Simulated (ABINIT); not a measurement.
Runs of ABINIT 10.8.3 (patched build) on AlN. The structure is cubic, space group F-43m (No. 216). The conventional cell has a = 4.368 Å, b = 4.368 Å, c = 4.368 Å, α = 90.00°, β = 90.00°, γ = 90.00°. Around Al (site symmetry -43m) lie 4 N at 1.89 Å. Around N (site symmetry -43m) lie 4 Al at 1.89 Å. Measurements of this composition are mostly on another form, of space group No. 186.

```csv
task,level,potentials or basis,cutoff (eV),fine-grid cutoff,gap on the mesh (eV),pressure (GPa),V0 of scaled cells (Å³/atom),B0 (GPa)
equation of state,PBE,JTH PAW PBE v2.0,544,1088.46 eV,-,-,10.68,198
band structure,LDA-VWN,PseudoDojo NC SR LDA v0.4.1 standard,1143,-,3.26,(b),-,-
band structure,PBE,PseudoDojo NC SR PBE v0.4 stringent,1143,-,3.32,(a),-,-
equation of state,revPBE,JTH PAW PBE v2.0,680,1278.94 eV,-,-,10.83,189
band structure,SOGGA,PseudoDojo NC SR PBEsol v0.4.1 standard,1143,-,3.07,0.1,-,-
equation of state,revPBE+D3,JTH PAW PBE v2.0,680,1278.94 eV,-,-,10.48,206
band structure,PBE,SPMS NC PBE v1.0,925,-,3.32,3.8,-,-
equation of state,PBE+D3,JTH PAW PBE v2.0,680,1278.94 eV,-,-,10.55,201
```

Alike in all rows: no spin polarisation; cell as given; k mesh 10 × 10 × 10; smearing fermi-dirac 0.05 eV.

Question: Fill in the values left out.

Answer: (a) 4.5; (b) -4.9.

Caveats: pressures at fixed basis lie under the slope of the energies (some runs); the PAW data sets were made with another functional, which shifts forces and pressure a little (some runs); the potentials were made for another functional, which shifts forces and pressure (some runs).

